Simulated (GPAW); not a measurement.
**Fitting the LDA energy curve of TiAl3**

```cif
data_structure
_symmetry_space_group_name_H-M 'Pm-3m'
_symmetry_Int_Tables_number 221
_cell_length_a 3.9557
_cell_length_b 3.9557
_cell_length_c 3.9557
_cell_angle_alpha 90.000
_cell_angle_beta 90.000
_cell_angle_gamma 90.000
_cell_volume 61.90
loop_
_atom_site_label
_atom_site_type_symbol
_atom_site_symmetry_multiplicity
_atom_site_Wyckoff_symbol
_atom_site_fract_x
_atom_site_fract_y
_atom_site_fract_z
_atom_site_occupancy
Ti1 Ti 1 a 0.00000 0.00000 0.00000 1
Al1 Al 3 c 0.00000 0.50000 0.50000 1
```

The cell comes from a database or a generator and needn't be the stable form of this composition.

The cell was scaled at fixed shape and fractions and run with GPAW, the program's PAW data sets (release 1.2.1) made for this functional, cutoff 600 eV; LDA, k mesh 7 × 7 × 7 on the cell of 4 atoms, fermi-dirac occupations of 0.05 eV, no spin polarisation, no spin-orbit coupling. Energies are those that the program minimises, any entropy of the smearing included. For a metal such a mesh isn't converged to the digits shown.

```tsv
V (Å³/atom)	energy over the lowest row (meV/atom)
14.5455	5.01
14.8550	0.06
15.1644	0.00
15.4739	4.41
15.7834	12.79
16.0929	?
16.4024	40.02
```

Question: Fit the third-order Birch-Murnaghan form, give V0, B0 and B′, and predict the energy left open.

Answer: With y = (V0/V)^(2/3), E = E0 + (9 V0 B0/16) [(y - 1)³ B′ + (y - 1)² (6 - 4y)]. Least squares through the rows shown give V0 = 15.0110 Å³/atom, E0 = -0.55 meV, B0 = 117.1 GPa (1 eV/Å³ = 160.218 GPa) and B′ = 4.06, with a largest miss of 0.01 meV. At V = 16.0929 the form with these constants gives 24.78 meV; the run gave 24.81 meV an atom.
